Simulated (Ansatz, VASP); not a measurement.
## Two plane-wave programs on Ti

INCAR

```
  PREC = Accurate
  ENCUT = 520
  EDIFF = 1E-7
  ISMEAR = 0
  SIGMA = 0.1
  LREAL = F
  LASPH = T
  NELM = 100
  ALGO = Fast
  ISIF = 2
  LWAVE = F
  LCHARG = T
  GGA = PE
  LELF = T
  LVHAR = T
  NBANDS = 12
```

Contents of KPOINTS:

```
Automatic mesh
0
Gamma
  18 18 18
```

The input POSCAR:

```
Ti
1.0
   -1.6499106300      1.6499106300      1.4529906300
    1.8468306300     -1.8468306300      1.8468306300
    1.4529906300      1.6499106300     -1.6499106300
Ti
1
Direct
    0.0000000000      0.0000000000      0.0000000000
```

Input for Ansatz:

```yaml
crystal:
  lattice:
    - [-1.64991063, 1.64991063, 1.45299063]
    - [1.84683063, -1.84683063, 1.84683063]
    - [1.45299063, 1.64991063, -1.64991063]
  atoms:
    - { symbol: Ti, position: [0.0, 0.0, 0.0] }
basis:
  ecutwfc: 420
kpoints:
  mp_grid: { grid: [18, 18, 18] }
hamiltonian:
  xc: pbe
scf:
  occupations: { method: gaussian, width: 0.1 }
output:
  forces: true
  stress: true
  eigenvalues: true
  populations: true
```

Alike in both runs: task single point; functional PBE; k mesh 18 × 18 × 18; occupations gaussian, width 0.1 eV; no spin polarisation.

|  | VASP | Ansatz |
| --- | --- | --- |
| version | VASP 6.6.1 | Ansatz 0.2.0 |
| potentials or method | VASP PAW PBE potentials, release 64 (Ti_sv) | scalar-relativistic, plane waves, PAW |
| plane-wave cutoff (eV) | 520 | 420 |
| valence electrons in the cell | 12 | 12 |

|  | VASP | Ansatz | Ansatz less VASP |
| --- | --- | --- | --- |
| gap on the k mesh at the Fermi level (eV) | none | none | - |
| pressure (GPa) | -2.8 | -2.6 | +0.21 |
| largest component of the traceless stress (GPa) | 5.16 | 5.19 | +0.028 |

A gap of «none» marks a metal or a gap that the smearing closes.
